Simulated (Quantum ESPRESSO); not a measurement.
C:

```
C
1.0
     2.12732   -1.22828    0.00000
     2.12732    1.22828    0.00000
    -1.37907    0.00000    3.50283
C
2
Direct
  0.16664 0.16664 0.99991
  0.83336 0.83336 0.00009
```

This is a stacking variant of graphite.

Base run:

```yaml
Program: Quantum ESPRESSO 7.5
Functional: r2SCAN
Potentials_or_basis: SG15 PBE 1.2
Cutoff: 1197 eV
Density_cutoff: 4789 eV
k_mesh: 13 × 13 × 8
Occupations: fermi-dirac, width 0.05 eV
Spin: no spin polarisation
```

Its results: band gap on the k mesh 0.99 eV, indirect (least direct gap 1.00 eV); pressure -0.9 GPa; largest force 0.016 eV/Å.

The run is repeated on the same cell with these changes: functional from r2SCAN to LDA; potentials or basis from SG15 PBE 1.2 to GBRV 1.5 LDA; cutoff from 1197 eV to 612 eV; density cutoff from 4789 eV to 4898 eV. What comes out?

Band gap on the k mesh 0.90 eV, indirect (least direct gap 0.91 eV); pressure -4.5 GPa; largest force 0.004 eV/Å.

Caveats: the mesh misses the band edges, which the band path finds closer together; the potentials were made for another functional, which shifts forces and pressure (some runs).
